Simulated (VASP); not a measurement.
# AlN: relaxation of cell and atoms with PBE

The system is AlN.

```
Al N
1.0
     3.12859    0.00000    0.00000
    -1.56429    2.70944    0.00000
     0.00000    0.00000    5.01696
Al N
2 2
Direct
  0.66667 0.33333 0.49929
  0.33333 0.66667 0.99929
  0.66667 0.33333 0.88071
  0.33333 0.66667 0.38071
```

The cell is a database's computed one.

| Quantity | Value |
| --- | --- |
| Program | VASP 6.6.1 |
| Task | relaxation of cell and atoms |
| Functional | PBE |
| Potentials or basis | VASP PAW PBE potentials, release 64 (Al, N) |
| Cutoff | 600 eV |
| k mesh | 9 × 9 × 4 |
| Occupations | gaussian, width 0.02 eV |
| Spin | no spin polarisation |
| Dipole correction | no |
| Further INCAR settings | ALGO = Normal; EDIFF = 1e-07; IBRION = 2; EDIFFG = -0.005; NSW = 100; ISIF = 3 |

The relaxed volume is 10.62 Å³/atom, the relaxed cell is a = 3.128 Å, b = 3.128 Å, c = 5.016 Å, α = 90.00°, β = 90.00°, γ = 120.00° and the space group after relaxing (to 0.05 Å) is P6_3mc (No. 186). The energy gained by relaxing is 0.0 meV/atom, the ionic steps are 3 and the pressure after relaxing is 0.0 GPa. The band gap on the k mesh is 4.06 eV, direct.

Final structure:
```
Al N
1.0
     3.12776    0.00000    0.00000
    -1.56388    2.70872    0.00000
     0.00000    0.00000    5.01551
Al N
2 2
Direct
  0.66667 0.33333 0.49927
  0.33333 0.66667 0.99927
  0.66667 0.33333 0.88073
  0.33333 0.66667 0.38073
```

Levels at points of the mesh, in eV from the valence-band top:
```csv
k point,band 6,band 7,band 8,band 9,band 10,band 11
"(0.00, 0.00, 0.00)",-0.20,-0.20,0.00,4.06,6.53,10.47
"(0.00, 0.00, 0.50)",-0.53,-0.53,-0.53,6.33,6.33,10.18
```

It took 44 s on 1 thread of Intel(R) Xeon(R) Platinum 8375C CPU @ 2.90GHz (Ice Lake), on a shared host, peak memory 0.18 GiB.

A hybrid or GW would open this gap; PBE tends to underestimate it.
